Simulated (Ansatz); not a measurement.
Runs of Ansatz 0.2.0 on Si2Mo. The structure is tetragonal, space group I4/mmm (No. 139). The conventional cell has a = 3.200 Å, b = 3.200 Å, c = 7.861 Å, α = 90.00°, β = 90.00°, γ = 90.00°. Mo (site symmetry 4/mmm) is surrounded by 10 Si at 2.62 Å. Around Si (site symmetry 4mm) lie 5 Si at 2.61 to 2.63 Å and 5 Mo at 2.62 Å. 

| task | level | cell | k mesh | smearing | points for each segment of the path | mesh quality | gap on the mesh (eV) | pressure (GPa) | relaxed volume (Å³/atom) | largest force (eV/Å) |
| --- | --- | --- | --- | --- | --- | --- | --- | --- | --- | --- |
| relaxation of cell and atoms | BLYP+D4 | relaxed | 12 × 12 × 12 | fermi-dirac 0.05 eV | - | not flagged | - | 0.0 | (b) | - |
| relaxation of cell and atoms | revPBE+D4 | relaxed | 12 × 12 × 12 | fermi-dirac 0.05 eV | - | not flagged | - | 0.0 | 13.01 | - |
| band structure | HSE03 | as given | 6 × 6 × 6 | fermi-dirac 0.05 eV | 4 | coarse | none | -3.2 | - | 0.43 |
| band structure | HSEsol | as given | 6 × 6 × 6 | fermi-dirac 0.05 eV | 4 | coarse | none | (a) | - | 0.48 |
| single point | PBE | as given | 12 × 12 × 12 | gaussian 0.029 eV | - | not flagged | none | 2.2 | - | 0.28 |
| single point | PBE | as given | 12 × 12 × 12 | gaussian 0.03 eV | - | not flagged | none | 2.2 | - | 0.28 |
| relaxation of cell and atoms | BLYP+D3(BJ) | relaxed | 12 × 12 × 12 | fermi-dirac 0.05 eV | - | not flagged | - | 0.0 | 13.11 | - |
| phonons | LDA | as given | 9 × 9 × 9 | fermi-dirac 0.05 eV | - | not flagged | none | - | - | - |

Alike in all rows: potentials or basis Ansatz PAW; no spin polarisation; cutoff (eV) 420.

Question: Estimate the missing entries.

Answer: (a) -6.9; (b) 13.36.

Caveats: some runs use coarse meshes; the PAW data sets come from PBE, with cores solved anew for the run's functional, which leaves a small shift of forces and pressure (some runs); the plane-wave basis is chosen anew once the cell has moved, so the energies of steps on either side of that aren't comparable (some runs); the thresholds are loose for stress (some runs).

A k mesh can miss the band edges, and the runs leave out spin-orbit coupling on Mo.

A gap of «none» marks a metal or a gap under the smearing width.
